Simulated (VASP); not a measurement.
InP:

```
In P
1.0
     0.00000    2.93050    2.93050
     2.93050    0.00000    2.93050
     2.93050    2.93050    0.00000
In P
1 1
Direct
  0.00000 0.00000 0.00000
  0.75000 0.75000 0.75000
```

```yaml
Program: VASP 6.6.1
Task: relaxation of cell and atoms
Functional: PBE
Potentials_or_basis: VASP PAW PBE potentials, release 64 (In_d_GW, P_GW)
Cutoff: 680 eV
k_mesh: 8 × 8 × 8
Occupations: fermi-dirac, width 0.05 eV
Spin: no spin polarisation
```

At the start: pressure 3.3 GPa; volume 25.17 Å³/atom.

Task: How do energy, volume and symmetry change on relaxing?

Result: Over 3 steps the energy falls by 12.3 meV/atom and the volume is 26.42 Å³/atom (+5.0 %); space group F-43m (No. 216, to 0.05 Å).

The path:
```tsv
step	energy change (eV)	largest force (eV/Å)	pressure (GPa)	volume (Å³)
1	0.0000	0.0000	3.28	50.33
2	-0.0185	0.0000	-1.41	54.19
3	-0.0246	0.0000	0.01	52.85
```

Final structure:
```yaml
crystal:
  lattice:
    - [0.00000, 2.97847, 2.97847]
    - [2.97847, 0.00000, 2.97847]
    - [2.97847, 2.97847, 0.00000]
  atoms:
    - { symbol: In, position: [0.00000, 0.00000, 0.00000] }
    - { symbol: P, position: [0.75000, 0.75000, 0.75000] }
```
